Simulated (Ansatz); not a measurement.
# BaZrO3: strain energy, fitted

BaZrO3, Pm-3m, a = 4.227 Å. The structure is a Materials Project entry; whether it is the stable form wasn't checked. Ansatz: PBE, PAW, 420 eV, Γ-centred 6×6×6 mesh on 5 atoms, Gaussian smearing 0.02 eV; no spin polarisation. Series: biaxial strain in the a-b plane, c and atoms relaxed; x is the strain in per cent. y is the free energy over the unstrained cell, V0 = 15.103 Å³/atom.

```
x (%) y (meV/atom)
 -4.5             ?
 -3.0         30.92
 -1.5          7.36
  0.0          0.00
  1.5          6.53
  3.0         24.94
  4.5         53.81
```

Problem. Fit y = c2 x² + c3 x³ to the other rows, turn c2 into a modulus, and predict the missing energy.

Solution. Least squares on the rows shown. y = 3.1167 x² − 0.10343 x³. In eV per unit strain² c2 is 31.17; M is the biaxial modulus (E = M V0 ε²): 31.17 × 160.2 / (15.103) = 331 GPa. At x = -4.5 the fit asked for gives 72.54 meV/atom. The run gave 73.23 meV/atom, so the fit is 0.69 meV/atom too low, 0.94 % of the span of the series, against an rms of 0.17 meV/atom on the fitted rows. The row lies outside the fitted range. With a term in x⁴ added, a fit to the same known rows predicts 73.98 meV/atom, which misses by about as much or more on the other side: the known rows don't fix the higher terms.

Symmetry holds off the tilts and polar distortions that many cubic perovskites undergo.